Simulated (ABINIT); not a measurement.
# Ir (Fm-3m) in ABINIT: settings compared, part 2 of 2

ABINIT 10.8.3 (patched build).

## 4. Equation of state, PBEsol+D4

The input, run.py:

```python
import json, os
import numpy as np
from ase.eos import EquationOfState
from ase.units import GPa
from ase.calculators.mixing import SumCalculator
from dftd4.ase import DFTD4
from ase.calculators.abinit import Abinit, AbinitProfile
from ase import Atoms

atoms = Atoms(['Ir'],
              cell=[[0.0, 1.9156, 1.9156], [1.9156, 0.0, 1.9156], [1.9156, 1.9156, 0.0]],
              scaled_positions=[[0.0, 0.0, 0.0]],
              pbc=True)

profile = AbinitProfile(command='abinit', pp_paths=[os.path.abspath('pseudos')])
params = dict(
    pps='pawxml', xc='PBE',
    ecut=462.5936,
    pawecutdg=925.1871,
    kptopt=1,
    ngkpt=[12, 12, 12],
    nshiftk=1,
    shiftk=[0.0, 0.0, 0.0],
    ixc=-116133,
    nband=12,
    occopt=3,
    tsmear=0.05,
    nstep=100,
    tolvrs=1e-09,
    prtwf=0,
    prtden=0,
)

cell0 = atoms.cell.copy()
volumes, energies = [], []
for i, x in enumerate([0.94, 0.96, 0.98, 1.0, 1.02, 1.04, 1.06]):
    atoms.set_cell(cell0 * x ** (1 / 3), scale_atoms=True)
    atoms.calc = SumCalculator([Abinit(profile=profile, directory=f'v{i}', **params), DFTD4(method='pbesol')])
    volumes.append(atoms.get_volume() / len(atoms))
    dft, disp = atoms.calc.mixer.calcs
    energies.append((dft.get_property('free_energy', atoms) + disp.get_property('energy', atoms)) / len(atoms))
    print(f'{x:5.2f} {volumes[-1]:10.5f} A^3/atom {energies[-1]:14.6f} eV/atom', flush=True)
    json.dump(dict(volumes=volumes, energies=energies), open('results.json', 'w'))
v0, e0, b0 = EquationOfState(volumes, energies, eos='murnaghan').fit()
print(f'V0 {v0:.4f} A^3/atom  E0 {e0:.6f} eV/atom  B0 {b0 / GPa:.2f} GPa')
```

Potentials or basis: JTH PAW PBE v2.0.

Command:

```
$ python run.py
```

Log:

```text
0.94   13.21516 A^3/atom   -2099.032358 eV/atom
 0.96   13.49633 A^3/atom   -2099.063210 eV/atom
 0.98   13.77750 A^3/atom   -2099.075310 eV/atom
 1.00   14.05868 A^3/atom   -2099.073409 eV/atom
 1.02   14.33985 A^3/atom   -2099.057945 eV/atom
 1.04   14.62103 A^3/atom   -2099.030269 eV/atom
 1.06   14.90220 A^3/atom   -2098.992311 eV/atom
V0 13.8720 A^3/atom  E0 -2099.076559 eV/atom  B0 409.23 GPa
```

abinit.in:

```text
ecut 462.5936 eV
ixc -116133
kptopt 1
natom 1
nband 12
ngkpt
12 12 12
nshiftk 1
nsppol 1
nstep 100
occopt 3
pawecutdg 925.1871 eV
prtden 0
prtwf 0
shiftk
0.0 0.0 0.0
tolvrs 1e-09
tsmear 0.05 eV
#Definition of the unit cell
acell
1.00000000000000 1.00000000000000 1.00000000000000 Angstrom
rprim
0.00000000000000 1.95317032263200 1.95317032263200
1.95317032263200 0.00000000000000 1.95317032263200
1.95317032263200 1.95317032263200 0.00000000000000
chkprim 0 # Allow non-primitive cells
#Definition of the atom types
ntypat 1
znucl 77
#Enumerate different atomic species
typat
 1
pseudos "./pseudos/Ir.GGA_PBE-JTH.xml"
#Definition of the atoms
xcart
0.00000000000000 0.00000000000000 0.00000000000000
chkexit 1 # abinit.exit file in the running directory terminates after the current SCF
```

abinit.abo:

```text
.Version 10.8.3 of ABINIT
 Symmetries : space group Fm -3 m (#225); Bravais cF (face-center cubic)
================================================================================
 Values of the parameters that define the memory need of the present run
     intxc =       0    ionmov =       0      iscf =      17    lmnmax =      18
     lnmax =       6     mgfft =      20  mpssoang =       3    mqgrid =    3001
     natom =       1  nloc_mem =       2    nspden =       1   nspinor =       1
    nsppol =       1      nsym =      48    n1xccc =       1    ntypat =       1
    occopt =       3   xclevel =       2
       mpw =         347          nfft =        8000          nkpt =          72
 PAW method is used; the additional fine FFT grid is defined by:
   mgfftf=        30    nfftf =     27000
================================================================================
================================================================================

--------------------------------------------------------------------------------
------------- Echo of variables that govern the present computation ------------
--------------------------------------------------------------------------------
 -outvars: echo values of preprocessed input variables --------
            acell      1.8897261259E+00  1.8897261259E+00  1.8897261259E+00 Bohr
              amu      1.92220000E+02
          chkexit           1
          chkprim           0
             ecut      1.70000012E+01 Hartree
                       outvar_i_n : Printing only first  50 k-points.
              ixc     -116133
                       outvar_i_n : Printing only first  50 k-points.
         kptrlatt       12    0    0      0   12    0      0    0   12
[... 179 lines left out ...]
comment             : '"Double-counting" decomposition of free energy'
band_energy         : -4.51139668428016E+00
Ewald energy        : -6.98730688478561E+01
psp_core            :  5.22905281340977E+00
xc_dc               : -7.82068468933596E+00
PAW spherical_terms : -1.41345150270204E-01
internal            : -7.71174425583326E+01
'-kT*entropy'       : -1.94092128138002E-04
total_energy_dc     : -7.71176366504608E+01
total_energy_dc_eV  : -2.09847779727291E+03
...

--- !EnergyTermsWithPAWCore
iteration_state     : {dtset: 1, }
comment             : 'Components of total free energy, including PAW core contributions'
Total energy        : -1.78229272051092E+04
Total energy DC     : -1.78229272058753E+04
Total energy (eV)   : -4.84986556212228E+05
Total energy DC (eV): -4.84986556233075E+05
...

 Cartesian components of stress tensor (hartree/bohr^3)
  sigma(1 1)=  6.65486506E-04  sigma(3 2)=  0.00000000E+00
  sigma(2 2)=  6.65486506E-04  sigma(3 1)=  0.00000000E+00
  sigma(3 3)=  6.65486506E-04  sigma(2 1)=  0.00000000E+00

-Cartesian components of stress tensor (GPa)         [Pressure= -1.9579E+01 GPa]
- sigma(1 1)=  1.95792890E+01  sigma(3 2)=  0.00000000E+00
- sigma(2 2)=  1.95792890E+01  sigma(3 1)=  0.00000000E+00
- sigma(3 3)=  1.95792890E+01  sigma(2 1)=  0.00000000E+00

== END DATASET(S) ==============================================================
================================================================================

 -outvars: echo values of variables after computation  --------
            acell      1.8897261259E+00  1.8897261259E+00  1.8897261259E+00 Bohr
           etotal     -7.7117636650E+01
            fcart     -0.0000000000E+00 -0.0000000000E+00 -0.0000000000E+00
            rprim      0.0000000000E+00  1.9531703226E+00  1.9531703226E+00
                       1.9531703226E+00  0.0000000000E+00  1.9531703226E+00
                       1.9531703226E+00  1.9531703226E+00  0.0000000000E+00
           strten      6.6548650605E-04  6.6548650605E-04  6.6548650605E-04
                       0.0000000000E+00  0.0000000000E+00  0.0000000000E+00
 Calculation completed.
```

Wall time 75 s (1 thread of Arm Neoverse V2, shared host); peak memory 0.1 GiB.

What came out:

```yaml
Equilibrium_volume: 13.87 Å³/atom
Bulk_modulus: 410 GPa
Pressure_derivative_of_the_bulk_modulus: "5.3 (rough: it moves with the points fitted)"
```

Energy against volume, from the lowest point:
```
volume (Å³/atom)  energy (meV/atom)
          13.215              42.95
          13.496              12.10
          13.778               0.00
          14.059               1.90
          14.340              17.37
          14.621              45.04
          14.902              83.00
```

Caveat: pressures at fixed basis lie under the slope of the energies; the log and the count of SCF iterations are those of the last ABINIT call alone; the PAW data sets were made with another functional, which shifts forces and pressure a little. Spin-orbit coupling is left out, which matters for the levels of Ir.

## 5. Equation of state, PBE

The input, run.abi:

```
ndtset 7
getwfk -1
scalecart1 3*0.9795861087
scalecart2 3*0.9864848297
scalecart3 3*0.9932883884
scalecart4 3*1.0000000000
scalecart5 3*1.0066227096
scalecart6 3*1.0131594038
scalecart7 3*1.0196128224

pp_dirpath "./"
pseudos "Ir.GGA_PBE-JTH.xml"

acell 3*1.0 Angstrom
rprim
     0.0000000000     1.9156000000     1.9156000000
     1.9156000000     0.0000000000     1.9156000000
     1.9156000000     1.9156000000     0.0000000000
ntypat 1
znucl 77
natom 1
typat 1
xred
     0.0000000000     0.0000000000     0.0000000000

ecut 12.0
pawecutdg 24.0

kptopt 1
ngkpt 12 12 12
nshiftk 1
shiftk 0.0 0.0 0.0

ixc 11

nband 12
occopt 3
tsmear 0.05 eV

nstep 100
tolvrs 1.0e-9

iomode 3
prtwf 1
prtden 0
prteig 0
prtebands 0
```

Potentials or basis: JTH PAW PBE v2.0.

Command:

```
$ abinit run.abi > log 2>&1
```

run.abo:

```text
.Version 10.8.3 of ABINIT
 DATASET    1 : space group Fm -3 m (#225); Bravais cF (face-center cubic)
================================================================================
 Values of the parameters that define the memory need for DATASET  1.
     intxc =       0    ionmov =       0      iscf =      17    lmnmax =      18
     lnmax =       6     mgfft =      16  mpssoang =       3    mqgrid =    3001
     natom =       1  nloc_mem =       2    nspden =       1   nspinor =       1
    nsppol =       1      nsym =      48    n1xccc =       1    ntypat =       1
    occopt =       3   xclevel =       2
       mpw =         186          nfft =        4096          nkpt =          72
 PAW method is used; the additional fine FFT grid is defined by:
   mgfftf=        24    nfftf =     13824
================================================================================
================================================================================
[... 71 lines left out ...]
 DATASET    7 : space group Fm -3 m (#225); Bravais cF (face-center cubic)
[... 1363 lines left out ...]
            fcart6    -0.0000000000E+00 -0.0000000000E+00 -0.0000000000E+00
            fcart7    -0.0000000000E+00 -0.0000000000E+00 -0.0000000000E+00
            rprim1     0.0000000000E+00  1.8764951498E+00  1.8764951498E+00
                       1.8764951498E+00  0.0000000000E+00  1.8764951498E+00
                       1.8764951498E+00  1.8764951498E+00  0.0000000000E+00
[... 17 lines left out ...]
                       1.9531703226E+00  1.9531703226E+00  0.0000000000E+00
           strten1    -1.3263956037E-03 -1.3263956037E-03 -1.3263956037E-03
                       0.0000000000E+00  0.0000000000E+00  0.0000000000E+00
           strten2    -9.6009384972E-04 -9.6009384972E-04 -9.6009384972E-04
                       0.0000000000E+00  0.0000000000E+00  0.0000000000E+00
           strten3    -6.2781662716E-04 -6.2781662716E-04 -6.2781662716E-04
                       0.0000000000E+00  0.0000000000E+00  0.0000000000E+00
           strten4    -3.3381248336E-04 -3.3381248336E-04 -3.3381248336E-04
                       0.0000000000E+00  0.0000000000E+00  0.0000000000E+00
           strten5    -7.0492995131E-05 -7.0492995131E-05 -7.0492995131E-05
                       0.0000000000E+00  0.0000000000E+00  0.0000000000E+00
           strten6     1.6513499903E-04  1.6513499903E-04  1.6513499903E-04
                       0.0000000000E+00  0.0000000000E+00  0.0000000000E+00
           strten7     3.7644067214E-04  3.7644067214E-04  3.7644067214E-04
                       0.0000000000E+00  0.0000000000E+00  0.0000000000E+00
 Calculation completed.
```

Wall time 26 s (1 thread of Arm Neoverse V2, shared host); peak memory 0.12 GiB.

Results:

```yaml
Equilibrium_volume: 14.47 Å³/atom
Bulk_modulus: 361 GPa
Pressure_derivative_of_the_bulk_modulus: 4.7
```

Energy against volume, from the lowest point:
| volume (Å³/atom) | energy (meV/atom) |
| --- | --- |
| 13.215 | 144.89 |
| 13.496 | 83.39 |
| 13.778 | 39.81 |
| 14.059 | 12.77 |
| 14.340 | 0.00 |
| 14.621 | 0.12 |
| 14.902 | 12.13 |

Caveat: the cutoff is too short for stress, so the log's stress isn't used; pressures at fixed basis lie under the slope of the energies; the atomic spheres overlap. The run has no spin-orbit coupling, so splittings on Ir are missing.

## 6. Overview

```csv
task,level,spin,cutoff (eV),fine-grid cutoff,dispersion computed by,gap on the mesh (eV),pressure (GPa),V0 of scaled cells (Å³/atom),B0 (GPa)
band structure,WC,"SOC, no magnetisation",463,925.187 eV,-,none,5.2,-,-
band structure,PBE,off,463,925.187 eV,-,none,10.9,-,-
equation of state,PBEsol+D4,off,463,925.187 eV,dftd4 4.3.1,-,-,13.87,410
equation of state,PBE,off,327,653.073 eV,-,-,-,14.47,361
```

Alike in all rows: potentials or basis JTH PAW PBE v2.0; cell as given; k mesh 12 × 12 × 12; smearing fermi-dirac 0.05 eV.

Caveats: the PAW data sets were made with another functional, which shifts forces and pressure a little (some runs); pressures at fixed basis lie under the slope of the energies (some runs); spin-orbit coupling is left out, which moves the levels of the heavy elements (some runs); the atomic spheres overlap (some runs).

Absolute energies hang on the potentials; compare differences alone.
